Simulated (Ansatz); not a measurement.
HfN: density of states with PBEsol+U

The system is HfN.

```
CELL_PARAMETERS angstrom
0.00000 2.45482 2.45482
2.45482 0.00000 2.45482
2.45482 2.45482 0.00000
ATOMIC_POSITIONS crystal
Hf 0.00000 0.00000 0.00000
N 0.25000 0.25000 0.25000
```

The cell comes from a database or a generator and needn't be the stable form of this composition.

```json
{
 "Program": "Ansatz 0.2.0",
 "Task": "density of states",
 "Functional": "PBEsol",
 "Potentials or basis": "all-electron LAPW, scalar-relativistic",
 "Cutoff": "392 eV (chosen from the basis error)",
 "Basis error allowed": "0.001 eV/atom",
 "k mesh": "9 × 9 × 9",
 "Occupations": "fermi-dirac, width 0.05 eV",
 "Spin": "no spin polarisation",
 "Hubbard terms": "Hf d U = 2 eV"
}
```

```yaml
Pressure: -2.3 GPa
Band_gap_on_the_k_mesh: none (metal or under the smearing width)
```

Levels at points of the mesh, in eV from the Fermi level:
```tsv
k point	band 23	band 24	band 25	band 26	band 27	band 28	band 29	band 30
(0.00, 0.00, 0.00)	-5.49	-5.49	-5.49	-0.89	2.55	2.55	6.54	6.54
```

States per cell in windows of 0.5 eV (zero at the Fermi level; states under -8 eV left out):
```csv
from (eV),total
-8.0,0.00
-7.5,0.00
-7.0,0.28
-6.5,1.00
-6.0,0.72
-5.5,1.36
-5.0,1.41
-4.5,0.91
-4.0,0.32
-3.5,0.00
-3.0,0.00
-2.5,0.00
-2.0,0.00
-1.5,0.27
-1.0,0.37
-0.5,0.34
0.0,0.35
0.5,0.36
1.0,0.29
1.5,1.04
2.0,0.96
2.5,0.83
3.0,0.78
3.5,0.39
4.0,0.04
4.5,0.24
5.0,1.23
5.5,1.40
6.0,1.20
6.5,0.94
```

Run time: 50 s on 1 thread of Intel(R) Xeon(R) Processor @ 2.50GHz (Skylake/Cascade Lake), on a shared host, peak memory 0.36 GiB.

Caveat: U is the effective U less J, on atomic orbitals that reach past the spheres; U without spin polarisation on a metal has little footing. The run has no spin-orbit coupling, so splittings on Hf are missing.
